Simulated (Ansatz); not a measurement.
# InSe: the cost of one run

Program: Ansatz 0.2.0. Level of theory: DFT PBE+D3(BJ), scalar-relativistic, plane waves, PAW. These are calculated values, not measurements.

A COD entry behind a cell of this session may itself be a prediction, so a difference from it is no test against experiment.

18 further runs of the same task are left out: 18 set aside as unsound or not needed.

## 1. Starting point

It takes space group P-6m2 (No. 187, hexagonal). The conventional cell has a = 4.094 Å, b = 4.094 Å, c = 36.721 Å, α = 90.00°, β = 90.00°, γ = 120.00°. Se (site symmetry 3m) is surrounded by 3 In at 2.66 Å. Around In (site symmetry 3m) lie 1 In at 2.61 Å and 3 Se at 2.66 Å.

Coordinates:

```cif
data_structure
_symmetry_space_group_name_H-M 'P 1'
_symmetry_Int_Tables_number 1
_cell_length_a 4.0940
_cell_length_b 4.0940
_cell_length_c 36.7212
_cell_angle_alpha 90.000
_cell_angle_beta 90.000
_cell_angle_gamma 120.000
_cell_volume 533.02
loop_
_atom_site_label
_atom_site_type_symbol
_atom_site_fract_x
_atom_site_fract_y
_atom_site_fract_z
_atom_site_occupancy
Se1 Se 0.00000 0.00000 0.43143 1
In1 In 0.66667 0.33333 0.46441 1
In2 In 0.66667 0.33333 0.53556 1
Se2 Se 0.00000 0.00000 0.56854 1
```

This is the geometry of the first run shown, built on a cell relaxed beforehand with the same method.

## 2. What is varied

Atoms count from 1 in the order of the input.

The lattice constant and the thickness of a sheet are varied, nothing relaxed.

The axes are (1) lattice constant a of the sheet (both vectors scaled alike): 7 values from 3.825 to 4.228 Å; (2) thickness: height of Se4 above Se1, all heights scaled alike: 7 values from 5.035 to 5.736 Å.

Nothing else is relaxed. Points are written as (first, second).

## 3. Point (4.094 Å, 5.035 Å)

The sheet is isolated along c: the input cuts the Coulomb interaction between periodic copies.

The input, input.yaml:

```yaml
crystal:
  lattice:
    - [4.094, 0.0, 0.0]
    - [-2.047, 3.5455080031, 0.0]
    - [0.0, 0.0, 36.7211901288]
  atoms:
    - { symbol: Se, position: [0.0, 0.0, 0.4314289814] }
    - { symbol: In, position: [0.6666666667, 0.3333333333, 0.4644126644] }
    - { symbol: In, position: [0.6666666667, 0.3333333333, 0.535559641] }
    - { symbol: Se, position: [0.0, 0.0, 0.5685432738] }
  periodic: [true, true, false]
basis:
  ecutwfc: 420
kpoints:
  mp_grid: { grid: [9, 9, 1] }
hamiltonian:
  xc: pbe
  dispersion: d3bj
scf:
  occupations: { method: gaussian, width: 0.02 }
output:
  forces: true
  stress: true
  eigenvalues: true
```

The run is started by

```bash
ansatz run input.yaml --threads 2 --pin off --max-ram 6144MiB --backend cpu --events-out ev --progress --plain --runs-dir out
```

Q: Estimate wall time and peak memory on 2 threads of Intel Xeon 6975P-C (Granite Rapids), shared host.

About 5.5 s, with a peak of 0.76 GiB.
